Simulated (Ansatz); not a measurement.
**How HfH2 stores the work of compression**

Computed with DFT r2SCAN, scalar-relativistic, plane waves, PAW (Ansatz). (500 eV cutoff, 16×16×16 k-mesh, Gaussian smearing of 0.10 eV, no spin polarisation)

Starting point, cell and atoms relaxed:

```yaml
crystal:
  lattice:
    - [-1.73246, 1.73246, 2.15357]
    - [1.73246, -1.73246, 2.15357]
    - [1.73246, 1.73246, -2.15357]
  atoms:
    - { symbol: Hf, position: [0.00000, 0.00000, 0.00000] }
    - { symbol: H, position: [0.75000, 0.25000, 0.50000] }
    - { symbol: H, position: [0.25000, 0.75000, 0.50000] }
```

Cell and atoms were relaxed at each target pressure within the start's symmetry (I4/mmm), at zero temperature; other phases can be more stable under pressure. H = E + PV with P the target; E is the free energy at the smearing used, whose derivative the pressure is, per atom and counted from zero pressure. The mesh named is that at zero pressure; some other pressures ran on another.

Spin–orbit coupling is left out, which can shift energies with elements as heavy as these.

```csv
P (GPa),V (Å³/atom),E − E0 (meV),H − H0 (meV)
0,8.618,0.0,0.0
1,8.563,0.2,53.6
4,8.404,2.7,212.5
12,8.043,20.4,622.8
25,7.573,73.8,1255.6
50,6.919,223.5,2382.7
90,6.212,526.5,4015.8
```

Thermodynamics gives dH/dP = V along a relaxed path. Integrate V over P by the trapezoid rule and compare with the computed enthalpies.

With 1 eV/Å³ = 160.22 GPa, each step adds the mean volume times ΔP / 160.22:
```tsv
P (GPa)	∫V dP (meV)	H − H0 (meV)	difference (meV)
1	53.6	53.6	0.0
4	212.5	212.5	0.0
12	623.1	622.8	0.2
25	1256.6	1255.6	1.1
50	2387.3	2382.7	4.6
90	4026.4	4015.8	10.6
```

V(P) curves upward, so the trapezoid rule runs high; integrating a smooth curve through the same points (P as a polynomial of degree 4 in ln V) puts that excess at about 10.4 meV at 90 GPa, against the 10.6 meV found.

At 90 GPa, how much of the enthalpy change is stored energy and how much is the PV term?

E rises by 526 meV/atom and PV is 90 × 6.212 / 160.22 = 3489 meV/atom, so PV makes 87 % of ΔH. So between rival structures at high pressure a small difference in volume can outweigh the difference in energy: 1 % of this volume is worth 34.9 meV/atom at this pressure.

What bulk modulus do the lowest pressures give?

From the pressures that the runs reached, -1.01 GPa (8.676 Å³) and 1.00 GPa (8.563 Å³), B = −ΔP/Δln V = 2.01 / 0.0132 = 152 GPa, a mean over that range.